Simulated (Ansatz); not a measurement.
# In: the cost of one run

Computed with Ansatz 0.2.0 (DFT LDA, scalar-relativistic, unless a step's input says otherwise).

### 1 The starting structure

It takes space group I4/mmm (No. 139, tetragonal). Conventional cell: a = 3.252 Å, b = 3.252 Å, c = 4.948 Å, α = 90.00°, β = 90.00°, γ = 90.00°. In (site symmetry 4/mmm) has 12 In at 3.25 to 3.38 Å as nearest neighbours.

As a file:

```xyz
1
Lattice="-1.6262 1.6262 2.4740 1.6262 -1.6262 2.4740 1.6262 1.6262 -2.4740" Properties=species:S:1:pos:R:3 pbc="T T T"
In    0.0000    0.0000    0.0000
```

### 2 Volume × 0.94, LAPW

input.yaml

```yaml
crystal:
  lattice:
    - [-1.5929539507, 1.5929539507, 2.4234470537]
    - [1.5929539507, -1.5929539507, 2.4234470537]
    - [1.5929539507, 1.5929539507, -2.4234470537]
  atoms:
    - { symbol: In, position: [0.0, 0.0, 0.0] }
kpoints:
  mp_grid: { grid: [12, 12, 14] }
  band_path:
    path:
      - [0.0, 0.0, 0.0]
      - [0.0, 0.0, 0.5]
      - [0.25, 0.25, 0.25]
      - [0.0, 0.5, 0.0]
      - [0.0, 0.0, 0.0]
      - [0.5, 0.5, -0.5]
      - [0.3580138334, 0.6419861666, -0.3580138334]
      - [-0.3580138334, 0.3580138334, 0.3580138334]
      - [0.0, 0.0, 0.0]
    npoints: 5
scf:
  occupations: { method: fermi_dirac, width: 0.05 }
hamiltonian:
  xc: lda
  pseudopotentials: { kind: all_electron, lapw: { basis_error: 0.001 } }
output:
  forces: true
  stress: true
  eigenvalues: true
```

The run is started by

```sh
$ ansatz run input.yaml --threads 1 --pin off --max-ram 3072MiB --backend cpu --events-out ev --progress --plain --runs-dir out
```

**Question.** How long does this run take on 1 thread of Intel Xeon 6975P-C (Granite Rapids), shared host, and how much memory does it need?

About 20 s, with a peak of 0.59 GiB.
